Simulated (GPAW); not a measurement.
# free-standing triangular Ru monolayer, spacing 3.288 A: a list in the functional, part 2 of 2

Two starts of free-standing triangular Ru monolayer, spacing 3.288 A are run at each set of the functional. What moves?

GPAW 26.7.0; several functionals; plane waves with GPAW's PAW setups, scalar-relativistic.

So far, largest spin moment in the augmentation sphere (μB): step 2 (rung 1 (LDA), start ferro +) 2.39; step 5 (rung 2 (revPBE), start antiferro q=(0,1/2,0) +-) 2.38; step 6 (rung 3 (PBE), start ferro +) 2.46; step 7 (rung 3 (PBE), start antiferro q=(0,1/2,0) +-) 2.36; step 8 (rung 4 (RPBE), start ferro +) 2.47.

## Step 9: Set 4 (RPBE), start antiferro q=(0,1/2,0) +-

Level of this step: RPBE; plane waves with GPAW's PAW setups, scalar-relativistic (GPAW).

File order2.py:

```python
import json
import numpy as np
from ase import Atoms
from ase.parallel import paropen, parprint
from gpaw import GPAW

atoms = Atoms(['Ru', 'Ru'],
    cell=[[3.288, 0.0, 0.0],
         [-3.288, 5.694984, 0.0],
         [0.0, 0.0, 14.0]],
    scaled_positions=[[0.0, 0.0, 0.5],
         [0.0, 0.5, 0.5]],
    pbc=True,
    magmoms=[1.5, -1.5])
atoms.calc = GPAW(mode={'name': 'pw', 'ecut': 550},
    xc='RPBE',
    kpts={'size': (10, 5, 1), 'gamma': True},
    occupations={'name': 'marzari-vanderbilt', 'width': 0.1},
    convergence={'density': 0.0001, 'energy': 1e-05},
    maxiter=200,
    symmetry={'tolerance': 1e-4},
    txt='order2.txt')
e = atoms.get_potential_energy(force_consistent=True)
res = {'free_energy': e, 'energy_sigma0': atoms.get_potential_energy(), 'fermi_energy': atoms.calc.get_fermi_level()}
res['moments'] = atoms.get_magnetic_moments().tolist()
res['total'] = atoms.get_magnetic_moment()
parprint('site moments (muB):', np.round(res['moments'], 3))
parprint(f"total moment: {res['total']:.3f} muB")
parprint(f'free energy: {e:.6f} eV')
atoms.calc.write('order2.gpw')
with paropen('results.json', 'w') as f:
    json.dump(res, f)
```

Started as:

```console
OMP_NUM_THREADS=1 python3 order2.py > order2.log
```

Log:

```text
site moments (muB): [ 2.382 -2.382]
total moment: -0.000 muB
free energy: -9.802852 eV

--- order2.txt ---
Input parameters:
  mode=PW(ecut=550),
  convergence={'density': 0.0001, 'energy': 1e-05},
  kpts=MonkhorstPack(size=(10, 5, 1), gamma=True),
  maxiter=200,
  occupations=Occupations(name='marzari-vanderbilt', width=0.1),
  symmetry=Symmetry(tolerance=0.0001),
  xc=XC(name='RPBE')

Diagonalizing LCAO Hamiltonian
[...]
|          9 |        -4.880 |     1.000 |        -4.880 |     1.000 |
|         10 |        -4.758 |     1.000 |        -4.758 |     1.000 |
[...]
|         20 |        -0.215 |     0.000 |        -0.215 |     0.000 |
|         21 |         1.521 |     0.000 |         1.521 |     0.000 |
|         22 |         1.958 |     0.000 |         1.958 |     0.000 |
|         23 |         2.647 |     0.000 |         2.647 |     0.000 |

No gap
No difference between direct/indirect transitions


[key lines of the parts left out:]
Free energy:      -9.802852
Converged in 21 steps
dipole moment: (-11.277111, -19.532532, 0.000003)  # |e|*Ang
Fermi level: -2.304
```

Run time: 2.4 min. Hardware: 1 MPI rank of Intel Xeon 6975P-C (Granite Rapids), shared host; peak memory 0.45 GiB.

Read from the output:

- magnetization: 0 μB
- final state: antiferromagnetic
- largest moment: 2.382 μB

This start lies +140.1 meV a seeded atom from the first, a change of -6.1 meV since set 3; its largest moment is 2.38 μB.

## Step 10: Set 5 (TPSS), start ferro +

File order1.py:

```python
import json
import numpy as np
from ase import Atoms
from ase.parallel import paropen, parprint
from gpaw import GPAW

atoms = Atoms(['Ru'],
    cell=[[3.288, 0.0, 0.0],
         [-1.644, 2.847492, 0.0],
         [0.0, 0.0, 14.0]],
    scaled_positions=[[0.0, 0.0, 0.5]],
    pbc=True,
    magmoms=[1.5])
atoms.calc = GPAW(mode={'name': 'pw', 'ecut': 550},
    xc='TPSS',
    kpts={'size': (10, 10, 1), 'gamma': True},
    occupations={'name': 'marzari-vanderbilt', 'width': 0.1},
    convergence={'density': 0.0001, 'energy': 1e-05},
    maxiter=200,
    eigensolver='davidson',
    symmetry={'tolerance': 1e-4},
    txt='order1.txt')
e = atoms.get_potential_energy(force_consistent=True)
res = {'free_energy': e, 'energy_sigma0': atoms.get_potential_energy(), 'fermi_energy': atoms.calc.get_fermi_level()}
res['moments'] = atoms.get_magnetic_moments().tolist()
res['total'] = atoms.get_magnetic_moment()
parprint('site moments (muB):', np.round(res['moments'], 3))
parprint(f"total moment: {res['total']:.3f} muB")
parprint(f'free energy: {e:.6f} eV')
atoms.calc.write('order1.gpw')
with paropen('results.json', 'w') as f:
    json.dump(res, f)
```

Started as:

```console
OMP_NUM_THREADS=1 python3 order1.py > order1.log
```

Log:

```text
AssertionError

--- order1.txt ---
Input parameters:
  mode=PW(ecut=550),
  convergence={'density': 0.0001, 'energy': 1e-05},
  eigensolver=Davidson(niter=2),
  kpts=MonkhorstPack(size=(10, 10, 1), gamma=True),
  maxiter=200,
  occupations=Occupations(name='marzari-vanderbilt', width=0.1),
  symmetry=Symmetry(tolerance=0.0001),
  xc=XC(name='TPSS')

Diagonalizing LCAO Hamiltonian
Converting LCAO to pw mode

       Ru

Atoms  # Å, Bohr magnetons
|   | symbol |        x |        y |        z |    initial magnetic moments |
[...]
Cutoff: 550.0 eV

Spin-components: 2 (collinear spins)
Bands:           13
Projectors:      6
Spin-degeneracy: 1
Datatype:        complex128

Parallelization:
  kpt:    1
  domain: 1
  band:   1

Density:
  Valence electrons: 16.0
  Components: 2
  Grid points: [18 18 80]
  Charge: 0.0  # |e|

Potential:
  Grid points: [18 18 80]

[... setups left out ...]
Reference energy: -123245.124983  # eV

convergence criteria:
- Maximum integral of absolute [dens]ity change: 0.0001 electrons / valence electron
- Maximum [total energy] change in last 3 cyles: 1e-05 eV / valence electron
- Maximum integral of absolute [eigenst]ate change: 4e-08 eV^2 / valence electron
maximum number of iterations: 200
```

Run time: 5.9 s. Hardware: 1 MPI rank; peak memory 0.28 GiB.

The program refused the input before any cycle.

## Step 11: Set 5 (TPSS), start antiferro q=(0,1/2,0) +-

order2.py is the script of step 9 with these lines changed:

```diff
@@ -15,3 +15,3 @@
 atoms.calc = GPAW(mode={'name': 'pw', 'ecut': 550},
-    xc='RPBE',
+    xc='TPSS',
     kpts={'size': (10, 5, 1), 'gamma': True},
@@ -20,2 +20,3 @@
     maxiter=200,
+    eigensolver='davidson',
     symmetry={'tolerance': 1e-4},
```

Started as:

```console
OMP_NUM_THREADS=1 python3 order2.py > order2.log
```

Log:

```text
AssertionError

--- order2.txt ---
Input parameters:
  mode=PW(ecut=550),
  convergence={'density': 0.0001, 'energy': 1e-05},
  eigensolver=Davidson(niter=2),
  kpts=MonkhorstPack(size=(10, 5, 1), gamma=True),
  maxiter=200,
  occupations=Occupations(name='marzari-vanderbilt', width=0.1),
  symmetry=Symmetry(tolerance=0.0001),
  xc=XC(name='TPSS')

Diagonalizing LCAO Hamiltonian
Converting LCAO to pw mode

         Ru
           Ru

Atoms  # Å, Bohr magnetons
|   | symbol |         x |        y |        z |    initial magnetic moments |
[...]
Cutoff: 550.0 eV

Spin-components: 2 (collinear spins)
Bands:           24
Projectors:      12
Spin-degeneracy: 1
Datatype:        complex128

Parallelization:
  kpt:    1
  domain: 1
  band:   1

Density:
  Valence electrons: 32.0
  Components: 2
  Grid points: [18 36 80]
  Charge: 0.0  # |e|

Potential:
  Grid points: [18 36 80]

[... setups left out ...]
Reference energy: -246490.249966  # eV

convergence criteria:
- Maximum integral of absolute [dens]ity change: 0.0001 electrons / valence electron
- Maximum [total energy] change in last 3 cyles: 1e-05 eV / valence electron
- Maximum integral of absolute [eigenst]ate change: 4e-08 eV^2 / valence electron
maximum number of iterations: 200
```

The job ended after 22 s (1 MPI rank; peak memory 0.49 GiB).

The input was rejected at the start.

## Step 12: Side by side

List, by row:

| set | functional | state from the first start | state from the second start | second less first (meV a seeded atom) | moment, first (μB) | moment, second (μB) | CPU time (s) |
| --- | --- | --- | --- | --- | --- | --- | --- |
| 1 | LDA | ferromagnetic | antiferromagnetic | 149.5 | 2.394 | 2.18 | 131.5 |
| 2 | revPBE | ferromagnetic | antiferromagnetic | 141.7 | 2.467 | 2.376 | 189.1 |
| 3 | PBE | ferromagnetic | antiferromagnetic | 146.2 | 2.457 | 2.361 | 156.3 |
| 4 | RPBE | ferromagnetic | antiferromagnetic | 140.1 | 2.474 | 2.382 | 159.3 |

## Step 13: Summary of results

| Property | Result |
| --- | --- |
| range of the moment in the table, first start | 2.39 to 2.47 μB |
| range of CPU time | 2.2 min to 3.2 min |
| range of the energy difference | 140 to 149 meV a seeded atom |

For the first start the functionals give moments from 2.39 to 2.47 μB and energy differences from 140 to 149 meV a seeded atom; all use the same cell, so differences in their own lattice constants don't enter. The first start ends lower on every set of the table. The other start's moment moves more, from 2.2 to 2.38 μB. Set 5 gave no pair of finished runs and is missing from the table. The smearing is not Fermi–Dirac, so its width is no temperature.

[Logs and program files are shortened in this print: banners, set-up blocks, solver, clock and traceback lines can be left out without a mark of their own.]

[Logs are printed without paths, hosts, clocks, repeated set-up lines and the standing remarks that a program may print on its own settings, such as how far it seeks lower states.]

[Hosts, paths, dates, database ids (printed as entryN), source tags and the programs' standing remarks are cut or masked in the printed files.]

[Where a cell is said to come from a database of computed structures, the database is the Materials Project.]
